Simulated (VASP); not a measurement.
Input of a VASP 6.6.1 run:

Contents of POSCAR:

```
Te
1.0
    4.2284238000      0.0000000000      0.0000000000
   -2.1142119000      3.6619224000      0.0000000000
    0.0000000000      0.0000000000      5.9779391000
Te
3
Direct
    0.2916723000      0.0000000000      0.3333333000
    0.0000001000      0.2916725000      0.6666667000
    0.7083277000      0.7083277000      0.0000000000
```

INCAR.step1

```
SYSTEM = Te
  PREC = Accurate
  ENCUT = 300
  EDIFF = 1E-5
  ISMEAR = 0
  SIGMA = 0.01
  LREAL = .False.
  LASPH = .True.
  NELM = 60
  ALGO = Normal
  ISIF = 2
  LWAVE = .True.
  LCHARG = .False.
  LNONCOLLINEAR = .True.
  MAGMOM = 0 0 0 0 0 0 0 0 0
  LORBIT = 11
  LSORBIT = .True.
  GGA_COMPAT = .False.
  NBANDS = 31
  GGA = PE
```

Contents of INCAR.step2:

```
SYSTEM = Te
  PREC = Accurate
  ENCUT = 300
  EDIFF = 1E-6
  ISMEAR = 0
  SIGMA = 0.01
  LREAL = .False.
  LASPH = .True.
  NELM = 60
  ALGO = Normal
  ISIF = 2
  LWAVE = .False.
  LCHARG = .False.
  LNONCOLLINEAR = .True.
  MAGMOM = 0 0 0 0 0 0 0 0 0
  LORBIT = 11
  LSORBIT = .True.
  GGA_COMPAT = .False.
  GGA = PE
  LHFCALC = .True.
  HFSCREEN = 0.2
  PRECFOCK = Fast
  NBANDS = 31
  ISTART = 1
```

File KPOINTS:

```
Automatic mesh
0
Gamma
  3 3 2
  0 0 0
```

Potentials or basis: VASP PAW PBE potentials, release 64 (Te).

Run with:

```bash
$ cat potpaw_PBE.64/Te/POTCAR > POTCAR
$ cp INCAR.step1 INCAR
$ mpirun -np 1 vasp_ncl > vasp.out
$ cp INCAR.step2 INCAR
$ mpirun -np 1 vasp_ncl > vasp.out
```

Q: Predict the net moment.

A: 0.05 μB per cell.

Q: Predict the pressure.

A: 2.6 GPa.

Stress tensor (GPa, compression positive):
```
3.27 0.00 0.00
0.00 3.27 0.00
0.00 0.00 1.29
```

Caveat: the k mesh is coarse (spacing up to 0.57 Å⁻¹), so the values aren't converged, least of all with exact exchange; the PAW data sets were made with another functional, which shifts forces and pressure a little.
